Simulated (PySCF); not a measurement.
C₅H₁₂N (charge +1).
SMILES with atom numbers: `[CH2:1]1[CH2:2][CH2:3][NH2+:4][CH2:5][CH2:6]1`

Geometry (PBE0-D3(BJ)/def2-SVP, Å), atoms numbered from 1 in this order:
```xyz
18
C5H12N angstrom
C     -0.7311    1.1146   -0.6392
C      0.6852    1.2936   -0.1025
C      1.4596   -0.0093   -0.1216
N      0.7017   -1.0694    0.6268
C     -0.6858   -1.2914    0.0941
C     -1.4636    0.0095    0.1144
H     -0.6929    0.8688   -1.7143
H     -1.2872    2.0592   -0.5583
H      1.2476    2.0293   -0.6963
H      0.6596    1.6923    0.9274
H      1.5890   -0.3921   -1.1451
H      2.4511    0.0763    0.3446
H      1.2273   -1.9511    0.6148
H      0.6369   -0.7946    1.6160
H     -1.1508   -2.0766    0.7065
H     -0.5619   -1.6768   -0.9291
H     -1.6475    0.3129    1.1605
H     -2.4549   -0.1827   -0.3220
```

NICS = −σ at a ghost point: NICS(0) at the centroid of the ring atoms, NICS(1) 1 Å to either side along the normal of their mean plane, zz for the tensor component along that normal. Level: GIAO B97-2/pcSseg-1 (PySCF, non-relativistic, gas phase) on the PBE0-D3(BJ)/def2-SVP geometry, one conformer.

Ring bond lengths (Å): C1–C2 1.525, C2–C3 1.516, C3–N4 1.503, N4–C5 1.503, C5–C6 1.516, C6–C1 1.525.

What do the NICS probes read (ppm)?

```tsv
ring	type	NICS(0)	NICS(1), two faces	NICS(1)zz, two faces	rms pucker (Å)	centre to ring atoms, mean (Å)
C1–C2–C3–N4–C5–C6	6-membered ring with N; formal bonds all single	-2.4	-2.4 / -1.8	2.5 / 2.6	0.23	1.46
```

What do they say, and how far can they be read as aromaticity?

- C1–C2–C3–N4–C5–C6: mean NICS(1)zz 2.6 ppm, near zero. C1, C2, C3, N4, C5, C6 have four or more neighbours, and the NICS criterion for π rings isn't applied.

At the first NICS(1) probe listed for ring C1–C2–C3–N4–C5–C6, 1 Å off the ring, what do the in-plane components average?

The isotropic value is a third of the trace: (3 × -2.4 − (2.5))/2 = -4.8 ppm.

How do the values depend on the level or the medium?

```csv
level,"NICS(0), C1–C2–C3–N4–C5–C6","mean NICS(1)zz, C1–C2–C3–N4–C5–C6"
"B97-2/pcSseg-1, gas",-2.4,2.6
"PBE0/pcSseg-1, gas",-2.5,2.5
```

The geometry is the same throughout.
